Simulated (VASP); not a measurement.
Wanted: the native input for a VASP 6.6.1 run.

* Task: single point
* Functional: r2SCAN
* Potentials or basis: VASP PAW PBE potentials, release 64 (Al)
* Cutoff: 520 eV
* k mesh: 18 × 18 × 18
* Occupations: fermi-dirac, width 0.08 eV
* Spin: no spin polarisation
* Dipole correction: no
* Further INCAR settings: ALGO = Normal; EDIFF = 1e-06; NBANDS = 8

Crystal: Al.

```
Al
1.0
    -1.57514    1.57514    1.57514
     1.57514   -1.57514    1.57514
     1.57514    1.57514   -1.57514
Al
1
Direct
  0.00000 0.00000 0.00000
```

This isn't the form of Al at room conditions, which is fcc.

The cell isn't the ideal one: volume scaled by 0.97.

These files were run (other wordings do the same):

POSCAR

```
Al
1.0
   -1.5751446750      1.5751446750      1.5751446750
    1.5751446750     -1.5751446750      1.5751446750
    1.5751446750      1.5751446750     -1.5751446750
Al
1
Direct
    0.0000000000      0.0000000000      0.0000000000
```

INCAR.step1

```
SYSTEM = Al
PREC = Accurate
ENCUT = 520
ISMEAR = -1
SIGMA = 0.08
LREAL = .False.
LASPH = .True.
NELM = 100
NBANDS = 8
GGA = PE
ALGO = Normal
EDIFF = 1E-4
LWAVE = .True.
LCHARG = .False.
```

INCAR.step2

```
SYSTEM = Al
PREC = Accurate
ENCUT = 520
EDIFF = 1E-6
ISMEAR = -1
SIGMA = 0.08
LREAL = .False.
LASPH = .True.
NELM = 100
ALGO = Normal
ISIF = 2
LWAVE = .False.
LCHARG = .False.
METAGGA = R2SCAN
LMIXTAU = .True.
NBANDS = 8
ISTART = 1
```

KPOINTS

```
Automatic mesh
0
Gamma
  18 18 18
  0 0 0
```

Potentials or basis: VASP PAW PBE potentials, release 64 (Al).

The run is started by

```bash
$ cat potpaw_PBE.64/Al/POTCAR > POTCAR
$ cp INCAR.step1 INCAR
$ mpirun -np 1 vasp_std > vasp.out
$ cp INCAR.step2 INCAR
$ mpirun -np 1 vasp_std > vasp.out
```

Results of the run:

* Pressure: 2.9 GPa
* Band gap on the k mesh: none (metal or under the smearing width)

Caveat: the PAW data sets were made with another functional, which shifts forces and pressure a little.

It took 2 min on 1 thread of AMD EPYC 7R43 64-Core Processor (Zen 3) (shared host), peak memory 0.1 GiB.
